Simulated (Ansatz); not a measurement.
The system is Cu.

```xyz
1
Lattice="-1.4428 1.4428 1.3761 1.4428 -1.4428 1.3761 1.4428 1.4428 -1.3761" Properties=species:S:1:pos:R:3 pbc="T T T"
Cu    0.0000    0.0000    0.0000
```

This isn't the form of Cu at room conditions, which is fcc.

Below is the output of Ansatz 0.2.0 for this cell. Logs are shortened: lines on timing, memory, paths and dates and some standing lists are left out, and cuts for length are marked.

```text
Warning: RAYON_NUM_THREADS=1 ignored (pool sized by the plan → 1); use --threads N
LAPW: plane waves up to 9.192 Å⁻¹, error target 1.0e-3 eV per atom; small_component_spin mean_spin; Cu in spheres of 1.231 Å, 19 of its electrons in bands, Dirac shells [] (how accurate: hamiltonian.pseudopotentials.lapw.basis_error, Limitations)
Engine: ansatz 0.2.0, aarch64-unknown-linux-gnu
Pseudopotentials: kind: all_electron
Pseudopotential: Cu, LAPW, valence charge 19, lapw/all_electron/scalar/gaussian/Cu, Koelling and Harmon's equation, gaussian nucleus
Functional definition: PBE
  parameter kappa = 0.804
  parameter beta = 0.06672455060314922
  exchange = pbe_x(kappa = kappa, mu = beta*pi^2/3)
  correlation = pbe_c(beta = beta)
Crystal: 1 atoms, lattice volume = 11.458 Å³
Basis set: ecut = 321.90768471114546 eV, 141 PW (Γ), exchange–correlation at level 2
Bands: 14, of which v1, the nominal top of the filled ones, is band 10 counted from 1 (9 counted from 0)
Symmetry: 16 space group operations
Space group: I4/mmm (ITA 139), of the structure as read, at distance tolerance 2.3e-5 Å
k-points: 196 of 2197
Non-local potential: Cu, projectors of the file, none
Initial density: superposition of atomic densities (chi_scale 0.1, normalization cell)
Initial wavefunctions: plane waves of lowest kinetic energy (no species holds an atomic orbital)
Functional: x = pbe(κ = 0.804, μ = 0.2195149727645171), c = pbe(β = 0.06672455060314922)
iter 1 solved again at ethr=9.22e-4 eV; its pass at ethr=1.00e-1 eV (dr2=1.75e-1 eV) is discarded
SCF iter   1: F=—  HF=-45035.127037 eV  |F-HF|=—  |Δ(HF+E_count)|=         —  Δρ=5.47e-2  dr2=1.76e-1  ethr=9.22e-4  ⟨swp⟩=2.3  Hψ=19299  notcnv=0
preconditioner: auto → none  [metal: Δε(μ)=0.015 eV  Ē_g=16.449 eV  σ=0.020 eV  W_gap=0.38  n_scr=0 (ndim 8)  ℏωp=36.4 eV  f_vac=0.000  D(μ)=0.81/eV (n_scr^D=12)]
SCF iter   2: F=—  HF=-45035.827336 eV  |F-HF|=—  |Δ(HF+E_count)|=   7.00e-1  Δρ=3.23e-2  dr2=6.16e-2  ethr=9.22e-4  ⟨swp⟩=3.0  Hψ=9127  notcnv=0
iter 3 solved again at ethr=2.96e-7 eV; its pass at ethr=3.24e-4 eV (dr2=5.62e-5 eV) is discarded
SCF iter   3: F=—  HF=-45034.314161 eV  |F-HF|=—  |Δ(HF+E_count)|=    1.51e0  Δρ=1.06e-3  dr2=5.58e-5  ethr=2.96e-7  ⟨swp⟩=2.9  Hψ=15233  notcnv=0
SCF iter   4: F=—  HF=-45034.254581 eV  |F-HF|=—  |Δ(HF+E_count)|=   5.96e-2  Δρ=5.46e-3  dr2=1.72e-3  ethr=2.94e-7  ⟨swp⟩=3.1  Hψ=9675  notcnv=0
SCF iter   5: F=—  HF=-45034.248570 eV  |F-HF|=—  |Δ(HF+E_count)|=   6.01e-3  Δρ=8.28e-4  dr2=3.86e-5  ethr=2.94e-7  ⟨swp⟩=3.0  Hψ=8657  notcnv=0
SCF iter   6: F=—  HF=-45034.248470 eV  |F-HF|=—  |Δ(HF+E_count)|=   1.00e-4  Δρ=1.71e-5  dr2=1.09e-8  ethr=2.03e-7  ⟨swp⟩=2.0  Hψ=7345  notcnv=0
SCF iter   7: F=-45034.248470 eV  HF=-45034.248470 eV  |F-HF|=1.69e-9  |Δ(HF+E_count)|=   8.36e-8  Δρ=1.97e-6  dr2=2.05e-10  ethr=5.73e-11  ⟨swp⟩=3.0  Hψ=8411  notcnv=0
SCF 1 converged in 7 iterations: F = -45034.248470 eV  dr2 = 2.05e-10
SCF converged after 7 iterations
Free energy (F): -45034.248470 eV
Harris-Foulkes:  -45034.248470 eV  (|F-HF|=1.69e-9)
Internal energy: -45034.248387 eV  (E = F + TS)
E sigma→0 (E₀):  -45034.248428 eV
Entropy (-TS):   -0.000083 eV (-0.083 meV/atom)
Fermi energy:    17.208621 eV
--- Per-component energies (eV) ---
  E_band       = -351.411898
  E_kinetic    = 45809.679300
  E_xc         = -1840.899199
  E_electrostatic = -89003.028488  (all electrons and nuclei)
  E_smearing   = -0.000083  (= −TS)
  E_closure    = 0.000000  (closes the sum)
  E_atoms      = -45030.532457  (free atoms, spherical and without spin; not in F)
  Σ components = -45034.248470   (vs F -45034.248470, Δ=0.00e0)
  Basis errors (estimates in eV, not in F): energy 2.4e-4 per atom: plane waves 2.4e-4 (1.2e-4 summed), levels above the bands 0.0e0, relativity 1.8e-8, radial functions 6.2e-6, core shells 4.7e-11; eigenvalues (radial functions only) 2.7e-5; not estimated: angular momenta, meshes, grids; target (lapw.basis_error) 1.0e-3; muffin-tin radii Cu 1.231 Å
--- Forces (eV/Å), atoms counted from 1 ---
  atom   1  Cu     0.00000000     0.00000000     0.00000000
  max |Σ_I F_I| component: 1.36e-31 eV/Å
--- Stress (GPa, compression-positive) ---
        7.133732      -0.000000       0.000000
       -0.000000       7.133732      -0.000000
        0.000000      -0.000000       7.424977
  P = ⅓ Tr σ = 7.2308 GPa (72.308 kbar)
--- Band table (eV; the first three rows and the last of 196) ---
  k-point 0: bands = ["-95.3807", "-52.6857", "-52.6843", "-52.6843", "7.6301", "13.9694", "14.1682", "14.1682", "15.0502", "15.2572", "42.1482", "42.1482", "43.3991", "46.1356"]
  k-point 1: bands = ["-95.3797", "-52.6915", "-52.6881", "-52.6840", "7.8557", "13.9725", "14.1290", "14.2564", "15.0065", "15.2528", "39.5479", "41.9633", "42.8685", "44.4891"]
  k-point 2: bands = ["-95.3770", "-52.7115", "-52.6947", "-52.6835", "8.5164", "13.9666", "14.0213", "14.5073", "14.9163", "15.2423", "35.4625", "40.6407", "41.9122", "42.3089"]
  k-point 195: bands = ["-95.3494", "-52.7817", "-52.7809", "-52.7708", "12.4754", "12.5283", "15.6882", "15.7223", "15.7242", "24.0358", "25.1526", "26.9854", "30.9303", "31.8743"]
```

Question: Write the input and the command behind it.

Answer: Single point with PBE, no spin polarisation. The files as run (others can give the same):

input.yaml
```yaml
crystal:
  lattice:
    - [-1.44279332, 1.44279332, 1.37608145]
    - [1.44279332, -1.44279332, 1.37608145]
    - [1.44279332, 1.44279332, -1.37608145]
  atoms:
    - { symbol: Cu, position: [0.0, 0.0, 0.0] }
kpoints:
  mp_grid: { grid: [13, 13, 13] }
scf:
  occupations: { method: gaussian, width: 0.02 }
hamiltonian:
  xc: pbe
  pseudopotentials: { kind: all_electron, lapw: { basis_error: 0.001 } }
output:
  forces: true
  stress: true
  eigenvalues: true
```

Potentials or basis: all-electron LAPW, scalar-relativistic.
The run is started by
```sh
$ ansatz run input.yaml --threads 1 --pin off --max-ram 3072MiB --backend cpu --events-out ev --progress --plain --runs-dir out
```
